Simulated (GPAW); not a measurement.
Crystal: Se.

```xyz
3
Lattice="4.3662 0.0000 0.0000 -2.1831 3.7812 0.0000 0.0000 0.0000 4.9536" Properties=species:S:1:pos:R:3 pbc="T T T"
Se    1.6910    2.9289    0.0000
Se   -0.4921    0.8523    3.3024
Se    0.9841    0.0000    1.6512
```

Base run:

```yaml
Program: GPAW 26.7.0
Functional: GLLB-SC
Potentials_or_basis: the program's PAW data sets (release 1.2.1) made for this functional
Cutoff: 500 eV
Basis: pw
k_mesh: 6 × 6 × 5
Occupations: fermi-dirac, width 0.05 eV
Spin: no spin polarisation
```

Its results: band gap on the k mesh, kohn-sham part alone 1.56 eV, indirect (least direct gap 1.71 eV).

The run is repeated on the same cell with these changes: functional from GLLB-SC to LDA; cutoff from 500 eV to 450 eV; occupations from fermi-dirac, width 0.05 eV to fermi-dirac, width 0.001 eV. What comes out?

Band gap on the k mesh 1.18 eV, indirect (least direct gap 1.41 eV).

Caveats: a model potential gives levels but no total energy (some runs); an odd mesh through Γ misses points on the zone boundary, where band edges often lie (some runs); the long-wavelength limit can be off by a per cent or two (some runs).

Not every run made on this cell is shown here.
